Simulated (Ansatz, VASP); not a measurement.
# MgS: VASP beside Ansatz

```
Mg S
1.0
     0.00000    2.50409    2.60165
     2.69921    0.00000    2.60165
     2.69921    2.50409    0.00000
Mg S
1 1
Direct
  0.00000 0.00000 0.00000
  0.50000 0.50000 0.50000
```

Change from the starting cell: strain +0.0375 x Voigt [1, -1, 0, 0, 0, 0], atoms carried along.

Alike in both runs: task single point; functional PBE; k mesh 8 × 8 × 8; occupations gaussian, width 0.05 eV; no spin polarisation.

|  | VASP | Ansatz |
| --- | --- | --- |
| version | VASP 6.6.1 | Ansatz 0.2.0 |
| potentials or method | VASP PAW PBE potentials, release 64 (Mg, S) | scalar-relativistic, plane waves, PAW |
| plane-wave cutoff (eV) | 520 | 420 |
| valence electrons in the cell | 8 | 16 |

|  | VASP | Ansatz | Ansatz less VASP |
| --- | --- | --- | --- |
| gap on the k mesh at the Fermi level (eV) | 2.50 | 2.51 | +0.014 |
| least direct gap on the mesh (eV) | 3.58 | 3.59 | +0.011 |
| pressure (GPa) | 1.7 | 2.0 | +0.30 |
| largest component of the traceless stress (GPa) | 4.31 | 4.33 | +0.021 |

The functional is the same, so the differences come from potentials, cutoffs and numerics. The two sets of potentials don't hold the same shells in valence.

A k mesh can miss the band edges.
